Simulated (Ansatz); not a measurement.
# Al(100) film, 3 layers, adrow O: surface scattering, part 2 of 2

Aim: how much of the in-plane current does the surface defect in Al(100) film, 3 layers, adrow O reflect?

Ansatz 0.2.0; Ansatz plane-wave DFT, PBE, PAW files; relaxation of the atoms about the surface defect; PAW set soft_1 (the session's first sound run).

So far. Step 2 (Relaxing about the defect): The largest force component on a free atom ends at 0.0015 eV/Å, under the tolerance of 0.03, after 6 steps.

## 3. Transmission along the film

The film far from the defect is the lead. The first vector holds vacuum and takes one k-point. Energies from -0.05 to 0.05 eV in steps of 0.05 eV are too few for the program's thermal sum, so it prints no conductance; for a metal the transmission near the Fermi level serves, at a fraction of the cost.

This step: Ansatz plane-wave DFT, PBE, PAW files; ballistic transport by layer matching (Landauer), zero bias; PAW set soft_1 (Ansatz 0.2.0).

Contents of input.yaml:

```yaml
crystal:
  lattice:
    - [17.071955, 0.0, 0.0]
    - [0.0, 2.862347037, 0.0]
    - [0.0, 0.0, 37.2105114815]
  atoms:
    - { symbol: Al, position: [0.2635901981, 0.0, 0.0] }
    - { symbol: Al, position: [0.382146333, 0.5, 0.0384615385] }
    - { symbol: Al, position: [0.5007024679, 0.0, 0.0] }
    - { symbol: Al, position: [0.2635901981, 0.0, 0.0769230769] }
    - { symbol: Al, position: [0.382146333, 0.5, 0.1153846154] }
    - { symbol: Al, position: [0.5007024679, 0.0, 0.0769230769] }
    - { symbol: Al, position: [0.2635901981, 0.0, 0.1538461538] }
    - { symbol: Al, position: [0.382146333, 0.5, 0.1923076923] }
    - { symbol: Al, position: [0.5007024679, 0.0, 0.1538461538] }
    - { symbol: Al, position: [0.2635901981, 0.0, 0.2307692308] }
    - { symbol: Al, position: [0.382146333, 0.5, 0.2692307692] }
    - { symbol: Al, position: [0.5007024679, 0.0, 0.2307692308] }
    - { symbol: Al, position: [0.2635901981, 0.0, 0.3076923077] }
    - { symbol: Al, position: [0.3870772458, 0.5, 0.3478252746] }
    - { symbol: Al, position: [0.5007024679, 0.0, 0.3076923077] }
    - { symbol: Al, position: [0.2635901981, 0.0, 0.3846153846] }
    - { symbol: Al, position: [0.3868764245, 0.5, 0.4246316874] }
    - { symbol: Al, position: [0.5095916097, 0.0, 0.3895614548] }
    - { symbol: Al, position: [0.2635901981, 0.0, 0.4615384615] }
    - { symbol: Al, position: [0.381229258, 0.5, 0.5] }
    - { symbol: Al, position: [0.5144191542, 0.0, 0.4636472892] }
    - { symbol: Al, position: [0.2635901981, 0.0, 0.5384615385] }
    - { symbol: Al, position: [0.3868764245, 0.5, 0.5753683126] }
    - { symbol: Al, position: [0.5144191542, 0.0, 0.5363527108] }
    - { symbol: Al, position: [0.2635901981, 0.0, 0.6153846154] }
    - { symbol: Al, position: [0.3870772458, 0.5, 0.6521747254] }
    - { symbol: Al, position: [0.5095916097, 0.0, 0.6104385452] }
    - { symbol: Al, position: [0.2635901981, 0.0, 0.6923076923] }
    - { symbol: Al, position: [0.382146333, 0.5, 0.7307692308] }
    - { symbol: Al, position: [0.5007024679, 0.0, 0.6923076923] }
    - { symbol: Al, position: [0.2635901981, 0.0, 0.7692307692] }
    - { symbol: Al, position: [0.382146333, 0.5, 0.8076923077] }
    - { symbol: Al, position: [0.5007024679, 0.0, 0.7692307692] }
    - { symbol: Al, position: [0.2635901981, 0.0, 0.8461538462] }
    - { symbol: Al, position: [0.382146333, 0.5, 0.8846153846] }
    - { symbol: Al, position: [0.5007024679, 0.0, 0.8461538462] }
    - { symbol: Al, position: [0.2635901981, 0.0, 0.9230769231] }
    - { symbol: Al, position: [0.382146333, 0.5, 0.9615384615] }
    - { symbol: Al, position: [0.5007024679, 0.0, 0.9230769231] }
    - { symbol: O, position: [0.5503892173, 0.5, 0.5] }
kpoints:
  mp_grid: { grid: [1, 11, 1] }
hamiltonian:
  xc: pbe
  pseudopotentials: { kind: paw, azcp: { folder: soft_1 } }
scf:
  occupations: { method: fermi_dirac, width: 0.1 }
output:
  transmission: { leads: [[0, 3]], kmesh: [1, 22], e_range: [-0.05, 0.05], de: 0.05 }
  write_potential: true
  write_density: true
  volumetric_format: npy
  elf: true
```

Run with:

```bash
> ansatz run input.yaml --threads 8 --pin off --max-ram 15360MiB --backend cpu --events-out ev --progress --plain --runs-dir out
```

Numbers of over 12 decimals in the logs are rounded to 6 here.

Log:

```text
[...]
Crystal: 40 atoms, lattice volume = 1818.324 Å³
Basis set: ecut = 420 eV, 35521 PW (Γ)
Bands: 102, of which v1, the nominal top of the filled ones, is band 62 counted from 1 (61 counted from 0)
Symmetry: 4 space group operations
[...]
k-points: 6 of 11
[...]
SCF iter   1: F=—  HF=-21525.934517 eV  |F-HF|=—  |Δ(HF+E_count)|=         —  Δρ=2.40e-2  dr2=3.99e1  ethr=3.10e-3  ⟨swp⟩=8.0  Hψ=3546  notcnv=0  defer=11
[...]
SCF iter   9: F=-21518.357728 eV  HF=-21518.357728 eV  |F-HF|=4.26e-10  |Δ(HF+E_count)|=   1.23e-7  Δρ=6.28e-7  dr2=1.74e-8  ethr=8.13e-11  ⟨swp⟩=26.5  Hψ=3918  notcnv=0
SCF 1 converged in 9 iterations: F = -21518.357728 eV  dr2 = 1.74e-8
[...]
transmission: 60 of 564 steps passed
transmission: 114 of 564 steps passed
[...]
transmission: 564 of 564 steps passed
WARN: The output density's exchange-correlation potential varies sharply where the density is thin. Do not read a vacuum level from v_tot or v_xc, or from such a field of the output density. On a cell that repeats whose density bears no net charge and no dipole along the vacuum's axis use v_es (v_loc + v_h of the components); under efield.dipole_correction with no amplitude use v_es + v_field, which holds any externa [...]
SCF converged after 9 iterations
Free energy (F): -21518.357728 eV
[...]
Internal energy: -21517.815753 eV  (E = F + TS)
E sigma→0 (E₀):  -21518.086740 eV
Entropy (-TS):   -0.541974 eV (-13.549 meV/atom)
Fermi energy:    0.089777 eV
[...]
--- Band table (eV; the first three rows and the last of 6) ---
  k-point 0: bands = [... 58 lower, -0.6270, -0.4952, -0.0820, -0.0650, 0.1836, 0.2204, 0.5069, 0.5836, ... 36 higher]
  k-point 1: bands = [... 58 lower, -0.4982, -0.3421, 0.0535, 0.0662, 0.3017, 0.3409, 0.6369, 0.7145, ... 36 higher]
  k-point 2: bands = [... 58 lower, -0.1208, 0.0929, 0.4322, 0.4563, 0.5715, 0.6451, 1.0103, 1.0912, ... 36 higher]
  k-point 5: bands = [... 58 lower, -0.3933, -0.2971, -0.2463, -0.2038, -0.0226, 0.2408, 0.2766, 0.3508, ... 36 higher]
--- Transmission ---
  basis      : 421 plane waves across, 47 finite elements along
  points     : 12, standing for a mesh of 1 x 22
  energies   : 3 from -0.050000 to 0.050000 eV about the Fermi level, 0.050000 eV apart; the leads are filled to 0.000000 eV, and channels, transmission and decay are at 0.000000 eV
  crystal 0  : Al3, at the sites [0, 3], period 2.8623 Å, over 24.81 Å; its Hamiltonian steps by up to 7.6 meV
    offset         : up to 0.0000 Å between an atom of the period and one for which it stands
    channels       : 3.181818e0 a spin
    conductance    : none, the energies end too early or step too widely for 300 K: set another output.transmission.e_range or a lower de, or, where they end at an eighth of basis.ecutwfc, a higher one
  junction   : crystal 0 to crystal 0, 0.72 to 35.06 Å
    transmission   : 2.127314e0 a spin
[...]
```

Wall time 2.6 min (8 threads of Intel Xeon 6975P-C (Granite Rapids), shared host); peak memory 5 GiB.

Numbers from this step:

| Property | Result |
| --- | --- |
| free energy | -21518.3577 eV |
| energy at zero smearing | -21518.0867 eV |
| Fermi energy | 0.08978 eV |
| cell area | 48.87 Å² |
| transmission per spin nearest the Fermi level | 2.127 |
| open channels per spin nearest the Fermi level | 3.182 |
| step of the lead's potential | 7.6 meV |

Per spin. Table of transmission, zone mean by energy, zero at the Fermi level:

```tsv
energy (eV)	transmission, zone mean
-0.0500	1.99
0.0000	2.13
0.0500	2.13
```

Per spin. Table of open channels, zone mean, lead by energy, zero at the Fermi level:

```tsv
energy (eV)	open channels, zone mean, lead
-0.0500	3
0.0000	3.18
0.0500	3
```

Valence density in the ca plane at fractional y = 0.500, with atoms of Al and O within 0.2 Å of it. It is the smooth field of the valence electrons, not physical close to the nuclei.

Values in e/Å³, 13 rows by 16 columns, each cell a mean:
```
0.0 0.0 0.0 0.0 0.0 0.0 0.0 0.0 0.0 0.0 0.0 0.0 0.0 0.0 0.0 0.0
0.0 0.0 0.0 0.0 0.0 0.0 0.0 0.0 0.0 0.0 0.0 0.0 0.0 0.0 0.0 0.0
0.0 0.0 0.0 0.0 0.0 0.0 0.0 0.0 0.0 0.0 0.0 0.0 0.0 0.0 0.0 0.0
0.0 0.0 0.0 0.0 0.0 0.0 0.0 0.0 0.0 0.0 0.0 0.0 0.0 0.0 0.0 0.0
0.0 0.0 0.0 0.0 0.0 0.0 0.0 0.0 0.0 0.0 0.0 0.0 0.0 0.0 0.0 0.0
0.1 0.1 0.0 0.1 0.1 0.1 0.1 1.2 2.8 0.2 0.1 0.1 0.1 0.0 0.0 0.1
0.2 0.2 0.1 0.2 0.2 0.1 0.2 0.4 0.8 0.2 0.1 0.1 0.2 0.1 0.1 0.2
0.2 0.2 0.1 0.2 0.2 0.1 0.2 0.2 0.1 0.2 0.2 0.2 0.2 0.1 0.2 0.2
0.2 0.2 0.1 0.2 0.2 0.1 0.2 0.2 0.2 0.2 0.2 0.2 0.2 0.2 0.2 0.2
0.2 0.2 0.1 0.2 0.1 0.1 0.2 0.1 0.1 0.2 0.1 0.1 0.2 0.1 0.1 0.2
0.0 0.0 0.0 0.1 0.0 0.0 0.1 0.0 0.0 0.1 0.0 0.0 0.1 0.0 0.0 0.1
0.0 0.0 0.0 0.0 0.0 0.0 0.0 0.0 0.0 0.0 0.0 0.0 0.0 0.0 0.0 0.0
0.0 0.0 0.0 0.0 0.0 0.0 0.0 0.0 0.0 0.0 0.0 0.0 0.0 0.0 0.0 0.0
```
Columns run along c (16.0 Å, from fractional 0.29 to 0.71 of the cell), rows up along a (17.1 Å). Atoms in or near the plane, at fractional coordinates: Al at (0.35, 0.39), Al at (0.42, 0.39), Al at (0.50, 0.38), Al at (0.58, 0.39), Al at (0.65, 0.39), O at (0.50, 0.55).

Electrostatic potential energy in the ca plane at fractional y = 0.500, with atoms of Al and O within 0.2 Å of it. With pseudopotentials it is smooth inside the atoms' cores, unlike the true potential.

Ten even steps from '0' (-14 eV) to '9' (5 eV), each cell a mean:
```
99999999999999999999999999999999999999999999
99999999999999999999999999999999999999999999
99999999999999999999999999999999999999999999
99999999999999999999999999999999999999999999
99999999999999999999999999999999999999999999
99999999999999999999999999999999999999999999
99999999999999999999999999999999999999999999
99999999999999999999999999999999999999999999
99999999999999999999999999999999999999999999
99999999999999999999976799999999999999999999
98889999988889998877400037788999888899999888
87778899887778998766632366678898777789988777
87777777887777778777777777778777777887777777
36775211267752113677522247763112477631125787
03661187126602970365048504630693056307921573
15774111257741112576213126762111377521114775
77787777777877777777766677777777788777777877
87778898877788988777889887778898877788988777
88888999888889998888899988888999888889998888
99999999999999999999999999999999999999999999
99999999999999999999999999999999999999999999
99999999999999999999999999999999999999999999
99999999999999999999999999999999999999999999
99999999999999999999999999999999999999999999
```
Columns run along c (16.0 Å, from fractional 0.29 to 0.71 of the cell; values clipped at the 3rd and 97th percentile), rows up along a (17.1 Å). Atoms in or near the plane, at fractional coordinates: Al at (0.35, 0.39), Al at (0.42, 0.39), Al at (0.50, 0.38), Al at (0.58, 0.39), Al at (0.65, 0.39), O at (0.50, 0.55).

ELF in the ca plane at fractional y = 0.500, with atoms of Al and O within 0.2 Å of it. It is the smooth field of the valence electrons, not physical close to the nuclei.

Values, 13 rows by 16 columns, each cell a mean:
```
0.00 0.00 0.00 0.00 0.00 0.00 0.00 0.00 0.00 0.00 0.00 0.00 0.00 0.00 0.00 0.00
0.00 0.00 0.00 0.00 0.00 0.00 0.00 0.00 0.00 0.00 0.00 0.00 0.00 0.00 0.00 0.00
0.00 0.00 0.00 0.00 0.00 0.00 0.00 0.00 0.00 0.00 0.00 0.00 0.00 0.00 0.00 0.00
0.00 0.00 0.00 0.00 0.00 0.00 0.00 0.00 0.00 0.00 0.00 0.00 0.00 0.00 0.00 0.00
0.05 0.05 0.02 0.07 0.07 0.04 0.03 0.14 0.23 0.04 0.04 0.05 0.09 0.03 0.03 0.07
0.40 0.41 0.14 0.46 0.43 0.21 0.22 0.61 0.71 0.28 0.24 0.30 0.54 0.22 0.26 0.50
0.55 0.60 0.29 0.57 0.56 0.34 0.43 0.37 0.43 0.37 0.40 0.42 0.66 0.35 0.45 0.66
0.53 0.57 0.29 0.54 0.55 0.32 0.62 0.46 0.33 0.63 0.43 0.42 0.61 0.36 0.45 0.59
0.55 0.54 0.34 0.59 0.52 0.33 0.61 0.50 0.37 0.62 0.45 0.41 0.60 0.43 0.44 0.58
0.57 0.58 0.26 0.60 0.53 0.28 0.63 0.47 0.33 0.66 0.41 0.36 0.68 0.35 0.41 0.68
0.35 0.37 0.14 0.38 0.33 0.16 0.45 0.29 0.17 0.46 0.26 0.20 0.44 0.20 0.24 0.44
0.04 0.04 0.02 0.04 0.03 0.02 0.05 0.03 0.02 0.05 0.03 0.02 0.05 0.02 0.02 0.05
0.00 0.00 0.00 0.00 0.00 0.00 0.00 0.00 0.00 0.00 0.00 0.00 0.00 0.00 0.00 0.00
```
Columns run along c (16.0 Å, from fractional 0.29 to 0.71 of the cell), rows up along a (17.1 Å). Atoms in or near the plane, at fractional coordinates: Al at (0.35, 0.39), Al at (0.42, 0.39), Al at (0.50, 0.38), Al at (0.58, 0.39), Al at (0.65, 0.39), O at (0.50, 0.55).

Over the solved energies the transmission per spin lies between 1.99 and 2.13, out of 3.06 channels of the lead on average (up to 3.18).

## 4. Share that passes

This step: Ansatz plane-wave DFT, PBE, PAW files; ballistic transport by layer matching (Landauer), zero bias; share of the film's channels that pass the defect (the area holds the vacuum); PAW set soft_1 (Ansatz 0.2.0).

This step gave:

- T over the leads' mean channel count: 0.6804

Averaged over the energies near the Fermi level, 68.0 % of the channels pass.

## 5. Summary of results

```yaml
share_of_the_film_s_channels_that_pass: 0.680
```

In words: 68 % of the film's channels pass the defect. The film is 3 layers thick, so the defect disturbs a good part of its section. It runs straight across the current without end, so the wavevector along it is kept. Only atoms near the defect are relaxed, while the rest of the face keeps bulk spacings, so part of the reflection may come from that relaxed patch.

[Logs are printed without paths, hosts, clocks, repeated set-up lines and the standing remarks that a program may print on its own settings, such as how far it seeks lower states.]

[Hosts, paths, dates, database ids (printed as entryN), source tags and the programs' standing remarks are cut or masked in the printed files.]
